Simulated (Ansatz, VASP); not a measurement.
Two plane-wave programs on SrO

```
CELL_PARAMETERS angstrom
0.00000 2.45964 2.45964
2.45964 0.00000 2.45964
2.45964 2.45964 0.00000
ATOMIC_POSITIONS crystal
Sr 0.50000 0.50000 0.50000
O 0.00000 0.00000 0.00000
```

Alike in both runs: functional PBEsol; k mesh 8 × 8 × 8; no spin polarisation.

Ansatz relaxed the structure, and its values are those at the end. VASP's run is a single point on that final structure, the one shown.

|  | VASP | Ansatz |
| --- | --- | --- |
| version | VASP 6.6.1 | Ansatz 0.2.0 |
| potentials or method | VASP PAW PBE potentials, release 64 (Sr_sv, O) | PAW with Ansatz's default frozen-core files, scalar-relativistic |
| plane-wave cutoff (eV) | 520 | 420 |
| occupations | gaussian, width 0.01 eV | fixed |
| valence electrons in the cell | 16 | 16 |

|  | VASP | Ansatz | Ansatz less VASP |
| --- | --- | --- | --- |
| gap on the k mesh at the Fermi level (eV) | 2.98 | 3.03 | +0.049 |
| pressure (GPa) | 16.1 | 15.0 | -1.12 |

Caveats: so large a pressure means that the cell lies far from this level's equilibrium, or that cutoff or potentials fall short (VASP); the potentials were made for another functional, which shifts forces and pressure (VASP). A k mesh can miss the band edges.
